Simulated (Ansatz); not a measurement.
PbS in Ansatz: the effect of functional

PbS:

```
CELL_PARAMETERS angstrom
3.67786 0.00000 0.00000
0.00000 3.67786 0.00000
0.00000 0.00000 3.67786
ATOMIC_POSITIONS crystal
Pb 0.00000 0.00000 0.00000
S 0.50000 0.50000 0.50000
```

Measurements of this composition are mostly on another form, of space group No. 225.

The cell isn't the ideal one: volume scaled by 1.02.

Alike in all runs:

| Item | Value |
| --- | --- |
| Program | Ansatz 0.2.0 |
| Task | single point |
| Potentials or basis | Ansatz PAW |
| k mesh | 7 × 7 × 7 |
| Occupations | fermi-dirac, width 0.05 eV |
| Spin | no spin polarisation |

| functional | cutoff | pressure (GPa) |
| --- | --- | --- |
| LDA | 420 eV (not typed: the program's choice for these potentials) | -6.1 |
| PBEsol | 420 eV (not typed: the program's choice for these potentials) | ? |
| r2SCAN | 500 eV (not typed: the program's choice for these potentials) | -1.9 |

What does the run with functional PBEsol give?

Pressure -4.4 GPa.

Caveats: the PAW data sets come from PBE, with cores solved anew for the run's functional, which leaves a small shift of forces and pressure.
